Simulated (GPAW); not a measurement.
Crystal: Ge.

```
CELL_PARAMETERS angstrom
2.71047 0.00000 0.00000
0.00000 2.71047 0.00000
0.00000 0.00000 2.71047
ATOMIC_POSITIONS crystal
Ge 0.00000 0.00000 0.00000
```

The cell was built by a generator and needn't be a form met in nature.

Base run:

* Program: GPAW 26.7.0
* Functional: TPSS
* Potentials or basis: GPAW PAW data sets (gpaw-data 1.2.1)
* Cutoff: 600 eV
* Basis: pw
* k mesh: 10 × 10 × 10
* Occupations: fermi-dirac, width 0.05 eV
* Spin: no spin polarisation

Its results: band gap on the k mesh none (metal or under the smearing width); pressure -2.2 GPa.

Problem. The run is repeated on the same cell with these changes: functional from TPSS to PBE. What comes out?

Solution. Band gap on the k mesh none (metal or under the smearing width); pressure -0.6 GPa.

Caveats: the PAW data sets were made with another functional, which shifts forces and pressure a little (some runs).

Not every run made on this cell is shown here.
